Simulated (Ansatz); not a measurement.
BAs under strain: 75As NMR of the central transition

Cell: a COD entry, relaxed with PBE at fixed cell and then changed (z compressed by 2 %, ions relaxed).

```yaml
crystal:
  lattice:
    - [0.00000, 2.38850, 2.34073]
    - [2.38850, 0.00000, 2.34073]
    - [2.38850, 2.38850, 0.00000]
  atoms:
    - { symbol: B, position: [0.00000, 0.00000, 0.00000] }
    - { symbol: As, position: [0.25000, 0.25000, 0.25000] }
```

Atoms are numbered from 1 in the order listed; like atoms form one site, named after its first atom.

All values are calculated (Ansatz; DFT, PBE, plane waves and PAW, scalar-relativistic, 420 eV cutoff, Γ-centred 16×16×16 k-points, Fermi–Dirac smearing 0.02 eV), not measured.

75As has I = 3/2 and Q = 311.0 mb (Pyykkö 2018); at 18.8 T its Larmor frequency is ν₀ = 137.5 MHz. Only the quadrupole interaction is simulated: positions count from each site's isotropic chemical shift, and J coupling is left out, as are shift anisotropy and dipolar coupling, which fast spinning averages.

Simulated pattern of one As site (fast magic-angle spinning, Gaussian broadening 0.04 kHz):

```tsv
offset (kHz)	height
-1.126	0
-1.093	1
-1.060	4
-1.027	5
-0.994	5
-0.961	5
-0.927	5
-0.894	5
-0.861	6
-0.828	6
-0.795	6
-0.762	6
-0.728	7
-0.695	35
-0.662	79
-0.629	58
-0.596	45
-0.563	40
-0.529	37
-0.496	36
-0.463	36
-0.430	35
-0.397	36
-0.364	37
-0.330	39
-0.297	42
-0.264	46
-0.231	55
-0.198	77
-0.164	100
-0.131	28
-0.098	1
```

(1) Which |C_Q| and η does the pattern imply?

Answers

(1) The pattern spans 0.929 kHz before broadening and its centre of gravity is at -0.433 kHz, which fixes P_Q; the places of the horns and steps fix η. That gives P_Q = 1.54 MHz, |C_Q| = 1.54 MHz and η = 0.00. The sign of C_Q can't be read from the pattern.

An axis of threefold or higher order runs through As, so V_zz lies along it and η is zero.

At this changed cell the PBE pressure is 6 GPa.
